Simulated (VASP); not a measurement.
**Lattice of Li2S across functionals and dispersion corrections**

Which functional gives the lattice of Li2S as experiment finds it, and is a dearer one worth its cost? The levels: PBE, LDA, r2SCAN and PBE + D3(BJ). LASPH is on for some levels and off for others; the table marks which. The start is a cell from a database of measured crystal structures.

Calculated with VASP 6.6.1; PBE; plane waves and PAW (Li_sv, S), in the first sound run; inputs show where later runs differ.

Report form: the programs' logs are mostly left out.

### 1. The starting structure

Before any relaxation, the start is as follows. Symmetry: Fm-3m, No. 225, cubic system. The conventional cell has a = 5.723 Å, b = 5.723 Å, c = 5.723 Å, α = 90.00°, β = 90.00°, γ = 90.00°. Nearest to Li lie 4 S at 2.48 Å. Nearest to S lie 8 Li at 2.48 Å. Farther neighbours and most contacts between anions are not listed.

### 2. Relaxation with PBE

Properties are meant for the cell that this level of theory prefers, so cell and atoms are relaxed first (ISIF = 3) until forces and stress are small; EDIFFG sets the threshold. PBE, the usual starting point, adds the gradient of the density.

Contents of INCAR:

```
SYSTEM = Li2S
PREC = Accurate
ENCUT = 700
EDIFF = 1E-06
NELM = 100
ISMEAR = -1
SIGMA = 0.05
LREAL = .FALSE.
ALGO = Normal
GGA = PE
NBANDS = 12
LORBIT = 11
LWAVE = .FALSE.
LCHARG = .FALSE.
KPAR = 2
IBRION = 2
NSW = 60
ISIF = 3
EDIFFG = -0.01
```

Contents of POSCAR:

```
Li2S
1.0
    0.0000000000      2.8615000000      2.8615000000
    2.8615000000      0.0000000000      2.8615000000
    2.8615000000      2.8615000000      0.0000000000
Li S
2 1
Direct
    0.2500000000      0.2500000000      0.2500000000
    0.7500000000      0.7500000000      0.7500000000
    0.0000000000      0.0000000000      0.0000000000
```

Contents of KPOINTS:

```
Automatic mesh
0
Gamma
6 6 6
0 0 0
```

Potentials, in the order of the species: Li_sv and S (PBE family, release 64).

On the command line:

```sh
> mpirun -np 2 vasp_std
```

It took 23 s on 2 MPI ranks of Intel Xeon Platinum 8488C (Sapphire Rapids), shared host; peak memory 0.39 GiB.

The gap is read on the k-mesh alone, so it is an upper bound where the band edges lie off the mesh. The run keeps the 48 symmetry operations of its start, so it cannot find a distortion of lower symmetry.

The steps of the relaxation:

| step | energy less that of the first step (eV) | largest force (eV/Å) | pressure (GPa) | volume (Å³) |
| --- | --- | --- | --- | --- |
| 1 | 0.0000 | 0.0000 | -0.52 | 46.86 |
| 2 | -0.0008 | 0.0000 | -0.21 | 46.52 |
| 3 | -0.0010 | 0.0000 | -0.04 | 46.32 |

| conventional cell, symmetrised | before | after | change |
| --- | --- | --- | --- |
| a (Å) | 5.723 | 5.701 | -0.4 % |
| b (Å) | 5.723 | 5.701 | -0.4 % |
| c (Å) | 5.723 | 5.701 | -0.4 % |
| volume (Å³/atom) | 15.62 | 15.44 | -1.2 % |

The relaxed structure:

```cif
data_structure
_symmetry_space_group_name_H-M 'P 1'
_symmetry_Int_Tables_number 1
_cell_length_a 4.0310
_cell_length_b 4.0310
_cell_length_c 4.0310
_cell_angle_alpha 60.000
_cell_angle_beta 60.000
_cell_angle_gamma 60.000
_cell_volume 46.32
loop_
_atom_site_label
_atom_site_type_symbol
_atom_site_fract_x
_atom_site_fract_y
_atom_site_fract_z
_atom_site_occupancy
Li1 Li 0.25000 0.25000 0.25000 1
Li2 Li 0.75000 0.75000 0.75000 1
S3 S 0.00000 0.00000 0.00000 1
```

This step gave:

```
electrons                       : 12
bands                           : 12
irreducible k-points            : 16
symmetry operations             : 48
free energy (TOTEN)             : -12.00 eV
Fermi energy                    : 2.525 eV
pressure                        : -0.03891 GPa
metallic                        : no
valence top at k                : 0, 0, 0
conduction bottom at k          : 0.5, 0.5, 0
least direct gap at k           : 0, 0, 0
SCF cycles over all ionic steps : 25
gap on the k-mesh               : 3.391 eV
least direct gap on the k-mesh  : 4.263 eV
```

It ends with forces that vanish by symmetry and a pressure of -0.04 GPa. The volume lies -1.2 % from that of the database's start, which holds the thermal and zero-point expansion of its experiment. The conventional cell has a = 5.701 Å. Against its usual tendency, PBE gives a cell smaller than the listed one.

### 3. Relaxation with LDA

This step: LDA; plane waves and PAW (Li_sv, S) (VASP 6.6.1).

LDA, the lowest rung, knows the local density alone.

INCAR, as its differences from that of step 2:

```diff
@@ -9,3 +9,3 @@
 ALGO = Normal
-GGA = PE
+GGA = CA
 NBANDS = 12
```

POSCAR is that of step 2.

KPOINTS is that of step 2.

On the command line:

```sh
> mpirun -np 2 vasp_std
```

Wall time 22 s (2 MPI ranks); peak memory 0.34 GiB.

The PAW data sets were made with PBE, though LDA sets exist; this is a small mismatch.

Relaxation path:

| step | energy less that of the first step (eV) | largest force (eV/Å) | pressure (GPa) | volume (Å³) |
| --- | --- | --- | --- | --- |
| 1 | 0.0000 | 0.0000 | -3.18 | 46.86 |
| 2 | -0.0307 | 0.0000 | -1.51 | 44.79 |
| 3 | -0.0381 | 0.0000 | -0.10 | 43.35 |

| conventional cell, symmetrised | before | after | change |
| --- | --- | --- | --- |
| a (Å) | 5.723 | 5.576 | -2.6 % |
| b (Å) | 5.723 | 5.576 | -2.6 % |
| c (Å) | 5.723 | 5.576 | -2.6 % |
| volume (Å³/atom) | 15.62 | 14.45 | -7.5 % |

Final coordinates:

```xyz
3
Lattice="0.0000 2.7882 2.7882 2.7882 0.0000 2.7882 2.7882 2.7882 0.0000" Properties=species:S:1:pos:R:3 pbc="T T T"
Li    1.3941    1.3941    1.3941
Li    4.1823    4.1823    4.1823
S     0.0000    0.0000    0.0000
```

Numbers from this step:

- free energy (TOTEN): -13.04 eV
- Fermi energy: 2.807 eV
- pressure: -0.1038 GPa
- SCF cycles over all ionic steps: 29
- gap on the k-mesh: 3.122 eV
- least direct gap on the k-mesh: 4.402 eV

It ends at 14.45 Å³/atom, -7.5 % from the start, with -0.10 GPa left. The conventional cell has a = 5.576 Å.

### 4. Relaxation with r2SCAN

This step: r2SCAN; plane waves and PAW (Li_sv, S) (VASP 6.6.1).

r2SCAN adds the kinetic-energy density, costs more than a GGA and is run with LASPH.

INCAR, as its differences from that of step 3:

```diff
@@ -9,3 +9,4 @@
 ALGO = Normal
-GGA = CA
+METAGGA = R2SCAN
+LASPH = .TRUE.
 NBANDS = 12
```

POSCAR is that of step 3.

KPOINTS is that of step 3.

On the command line:

```sh
> mpirun -np 2 vasp_std
```

Run time: 84 s. Hardware: 2 MPI ranks; peak memory 0.41 GiB; 2.8 min of CPU time.

The PAW data sets were made with PBE, which is usual practice but a small mismatch for other functionals.

Step by step:

| step | energy less that of the first step (eV) | largest force (eV/Å) | pressure (GPa) | volume (Å³) |
| --- | --- | --- | --- | --- |
| 1 | 0.0000 | 0.0000 | -0.95 | 46.86 |
| 2 | -0.0027 | 0.0000 | -0.45 | 46.24 |
| 3 | -0.0035 | 0.0000 | -0.03 | 45.76 |

| conventional cell, symmetrised | before | after | change |
| --- | --- | --- | --- |
| a (Å) | 5.723 | 5.678 | -0.8 % |
| b (Å) | 5.723 | 5.678 | -0.8 % |
| c (Å) | 5.723 | 5.678 | -0.8 % |
| volume (Å³/atom) | 15.62 | 15.25 | -2.3 % |

Final coordinates:

```
Li S
1.0
     0.00000    2.83900    2.83900
     2.83900    0.00000    2.83900
     2.83900    2.83900    0.00000
Li S
2 1
Direct
  0.25000 0.25000 0.25000
  0.75000 0.75000 0.75000
  0.00000 0.00000 0.00000
```

It ends at 15.25 Å³/atom, -2.3 % from the start, with -0.03 GPa left. The conventional cell has a = 5.678 Å.

### 5. Relaxation with PBE + D3(BJ)

This step: PBE with D3(BJ); plane waves and PAW (Li_sv, S) (VASP 6.6.1).

A dispersion term adds the long-range attraction that semilocal functionals lack. D3 with Becke-Johnson damping keeps a finite attraction at short range.

INCAR, as its differences from that of step 4:

```diff
@@ -9,4 +9,4 @@
 ALGO = Normal
-METAGGA = R2SCAN
-LASPH = .TRUE.
+GGA = PE
+IVDW = 12
 NBANDS = 12
```

POSCAR is that of step 4.

KPOINTS is that of step 4.

On the command line:

```sh
> mpirun -np 2 vasp_std
```

Run time: 33 s. Hardware: 2 MPI ranks; peak memory 0.41 GiB.

After so large a change of volume the plane waves of the start cell no longer fit, so the final stress carries a basis-set error.

Relaxation path:

| step | energy less that of the first step (eV) | largest force (eV/Å) | pressure (GPa) | volume (Å³) |
| --- | --- | --- | --- | --- |
| 1 | 0.0000 | 0.0000 | -3.40 | 46.86 |
| 2 | -0.0350 | 0.0000 | -1.61 | 44.65 |
| 3 | -0.0433 | 0.0000 | -0.12 | 43.16 |
| 4 | -0.0433 | 0.0000 | 0.01 | 43.05 |

| conventional cell, symmetrised | before | after | change |
| --- | --- | --- | --- |
| a (Å) | 5.723 | 5.563 | -2.8 % |
| b (Å) | 5.723 | 5.563 | -2.8 % |
| c (Å) | 5.723 | 5.563 | -2.8 % |
| volume (Å³/atom) | 15.62 | 14.35 | -8.1 % |

Final coordinates:

```cif
data_structure
_symmetry_space_group_name_H-M 'P 1'
_symmetry_Int_Tables_number 1
_cell_length_a 3.9339
_cell_length_b 3.9339
_cell_length_c 3.9339
_cell_angle_alpha 60.000
_cell_angle_beta 60.000
_cell_angle_gamma 60.000
_cell_volume 43.05
loop_
_atom_site_label
_atom_site_type_symbol
_atom_site_fract_x
_atom_site_fract_y
_atom_site_fract_z
_atom_site_occupancy
Li1 Li 0.25000 0.25000 0.25000 1
Li2 Li 0.75000 0.75000 0.75000 1
S3 S 0.00000 0.00000 0.00000 1
```

It ends at 14.35 Å³/atom, -8.1 % from the start, with 0.01 GPa left. The conventional cell has a = 5.563 Å. Against plain PBE, the dispersion term moves a by -2.4 %.

### 6. The cells as a table

This step: relaxed cells at several levels; plane waves and PAW (VASP 6.6.1).

No new run; the numbers come from the runs before.

Lengths are those of the conventional cell; cost is the wall time of each run, as given at its step, times its ranks, without the set-up around it; LASPH differs between rows, which moves results and costs too. Results by level, by row:

| level | volume (Å³/atom) | change from the start (%) | a (Å) | cost (core minutes) | LASPH |
| --- | --- | --- | --- | --- | --- |
| PBE | 15.44 | -1.2 | 5.701 | 0.767 | off |
| LDA | 14.45 | -7.5 | 5.576 | 0.733 | off |
| r2SCAN | 15.25 | -2.3 | 5.678 | 2.8 | on |
| PBE + D3(BJ) | 14.35 | -8.1 | 5.563 | 1.1 | off |

### 7. Summary of results

```yaml
volume_pbe: 15.44 Å³/atom
volume_lda: 14.45 Å³/atom
volume_r2scan: 15.25 Å³/atom
volume_pbe_d3_bj: 14.35 Å³/atom
```

For Li2S the levels give volumes between 14.35 Å³/atom (PBE + D3(BJ)) and 15.44 Å³/atom (PBE), a spread of 7.6 %, while the cost of the finished runs spans a factor of 3.8. Against the volume of the start, a cell from experiment, PBE comes nearest (-1.2 %) and PBE + D3(BJ) lies farthest (-8.1 %); thermal expansion is in that cell alone. Within 2 % of it: PBE. The costs hold the number of ionic steps as well as the price of the functional. Adding D3(BJ) to PBE changes the volume by -7.1 % (a by -2.4 %). Within 0.02 Å all end in space group Fm-3m; the runs can't lower the symmetry of the start. LASPH is on for some levels and off for others, so differences between them are not the functional's alone. Each is a single relaxation on the plane waves of the start cell, so larger changes of volume carry a basis-set error that was not tested here. Zero-point and thermal expansion are not included.

[Lines on the potential files, build, host, timing and source positions are cut from VASP's logs without a mark.]

[Logs are printed without paths, hosts, clocks, repeated set-up lines and the standing remarks that a program may print on its own settings, such as how far it seeks lower states.]

[Hosts, paths, dates, database ids (printed as entryN), source tags and the programs' standing remarks are cut or masked in the printed files.]

[A measured line is paired with the nearest computed mode of its activity, which favours agreement.]

[In band tables of VASP the shares of atoms and orbitals are scaled to a sum of 1 inside the atoms' spheres.]
